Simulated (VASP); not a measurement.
Wanted: the native input for a VASP 6.6.1 run.

```
Task                   : relaxation of cell and atoms
Functional             : PBEsol
Potentials or basis    : VASP PAW PBE potentials, release 64 (V, Si)
Cutoff                 : 580 eV
k mesh                 : 9 × 9 × 6
Occupations            : gaussian, width 0.1 eV
Spin                   : no spin polarisation
Further INCAR settings : ALGO = Normal; EDIFF = 1e-07; IBRION = 2; EDIFFG = -0.005; NSW = 90; ISIF = 3
```

The structure of VSi2 lies in POSCAR:

```
VSi2
1.0
    4.5347995800      0.0000000000      0.0000000000
   -2.2673997900      3.9272516400      0.0000000000
    0.0000000000      0.0000000000      6.3189006300
V Si
3 6
Direct
    0.0000000000      0.5000000000      0.1666666700
    0.5000000000      0.5000000000      0.8333333300
    0.5000000000      0.0000000000      0.5000000000
    0.8375067800      0.6750135500      0.5000000000
    0.1624932300      0.8375067800      0.8333333300
    0.6750135500      0.8375067800      0.1666666700
    0.1624932200      0.3249864500      0.5000000000
    0.8375067800      0.1624932200      0.8333333300
    0.3249864500      0.1624932300      0.1666666700
```

The cell comes from a database or a generator and needn't be the stable form of this composition.

The input as run:

INCAR

```
SYSTEM = VSi2
  PREC = Accurate
  ENCUT = 580
  EDIFF = 1E-7
  ISMEAR = 0
  SIGMA = 0.1
  LREAL = .False.
  LASPH = .True.
  NELM = 80
  ALGO = Normal
  ISIF = 3
  LWAVE = .False.
  LCHARG = .False.
  GGA = PS
  IBRION = 2
  NSW = 90
  EDIFFG = -0.005
```

KPOINTS

```
regular mesh
0
Gamma
  9 9 6
  0 0 0
```

Potentials or basis: VASP PAW PBE potentials, release 64 (V, Si).

Launch:

```sh
$ cat potpaw_PBE.64/V/POTCAR potpaw_PBE.64/Si/POTCAR > POTCAR
$ mpirun -np 1 vasp_std > vasp.out
```

It gave:

* Relaxed volume: 12.45 Å³/atom
* Relaxed cell: a = 4.523 Å, b = 4.523 Å, c = 6.327 Å, α = 90.00°, β = 90.00°, γ = 120.00°
* Space group after relaxing (to 0.05 Å): P6_222 (No. 180)
* Energy gained by relaxing: 0.4 meV/atom
* Ionic steps: 6
* Pressure after relaxing: 0.0 GPa
* Band gap on the k mesh: none (metal or under the smearing width)

Caveat: the PAW data sets were made with another functional, which shifts forces and pressure a little.

Run time: 4.7 min on 1 thread of Intel(R) Xeon(R) 6975P-C (Granite Rapids), with other jobs on the host, peak memory 0.34 GiB.
